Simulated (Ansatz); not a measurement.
ZrC: levels with and without spin–orbit coupling

```
CELL_PARAMETERS angstrom
0.00000 2.35021 2.35021
2.35021 0.00000 2.35021
2.35021 2.35021 0.00000
ATOMIC_POSITIONS crystal
Zr 0.50000 0.50000 0.50000
C 0.00000 0.00000 0.00000
```

Atoms are numbered in the order listed.

The structure is an experimental refinement, used without relaxation.

All numbers are computed: DFT, PBE, all-electron LAPW, scalar-relativistic (Ansatz 0.2.0); DFT, PBE, all-electron LAPW, Dirac equation with spin-orbit coupling (Ansatz 0.2.0).

Numerical set-up: a Γ-centred 15×15×15 k mesh, Fermi–Dirac smearing of 0.05 eV, basis error target 0.5 meV/atom, no spin polarisation.

Levels between -8 and 1 eV, each run counted from its own valence-band top where it has a gap, else its Fermi level. Scalar levels are listed once for both spins; with the coupling every spinor state is counted. Levels near the edges of the range can cross them.

Question: At Γ (0.000, 0.000, 0.000) the scalar-relativistic levels are 0.94 (×3). What are they with spin–orbit coupling?

Answer: 0.90 (×2), 0.96 (×4).

Question: At W (0.500, 0.250, 0.750) the scalar-relativistic levels are -2.63, -2.33 (×2). What are they with spin–orbit coupling?

Answer: -2.63 (×2), -2.41 (×2), -2.26 (×2).

Question: At L (0.500, 0.500, 0.500) the scalar-relativistic levels are -5.29, -2.92 (×2). What are they with spin–orbit coupling?

Answer: -5.29 (×2), -2.94 (×2), -2.92 (×2).
